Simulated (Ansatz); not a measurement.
Crystal: Pb.

```xyz
2
Lattice="0.0000 3.4390 3.4390 3.4390 0.0000 3.4390 3.4390 3.4390 0.0000" Properties=species:S:1:pos:R:3 pbc="T T T"
Pb    1.7195    1.7195    1.7195
Pb    0.0000    0.0000    0.0000
```

This isn't the form of Pb at room conditions, which is fcc.

| Item | Value |
| --- | --- |
| Program | Ansatz 0.2.0 |
| Task | single point |
| Functional | PBEsol |
| Potentials or basis | all-electron LAPW, scalar-relativistic |
| Cutoff | 231 eV (chosen from the basis error) |
| Basis error allowed | 0.001 eV/atom |
| k mesh | 7 × 7 × 7 |
| Occupations | fermi-dirac, width 0.05 eV |
| Spin | no spin polarisation |

On this cell: pressure 0.5 GPa; largest force zero by symmetry; band gap on the k mesh none (metal or under the smearing width).

The same run follows on a disturbed copy (atoms moved at random, drawn with an rms of 0.05 Å):

```xyz
2
Lattice="0.0000 3.4390 3.4390 3.4390 0.0000 3.4390 3.4390 3.4390 0.0000" Properties=species:S:1:pos:R:3 pbc="T T T"
Pb    1.7106    1.6887    1.6887
Pb    0.0015    0.0945   -0.0265
```

**Question.** What does the disturbed cell give?

**Answer.** The energy (extrapolated to zero smearing) moves by +17.9 meV/atom; pressure 0.6 GPa; largest force 0.615 eV/Å; band gap on the k mesh none (metal or under the smearing width).

Forces in eV/Å, atoms in the order of the input:
```
Pb   0.059  0.611  0.037
Pb  -0.059 -0.611 -0.037
```

Stress tensor (GPa, compression positive):
```
0.76 0.10 1.67
0.10 0.38 0.16
1.67 0.16 0.77
```
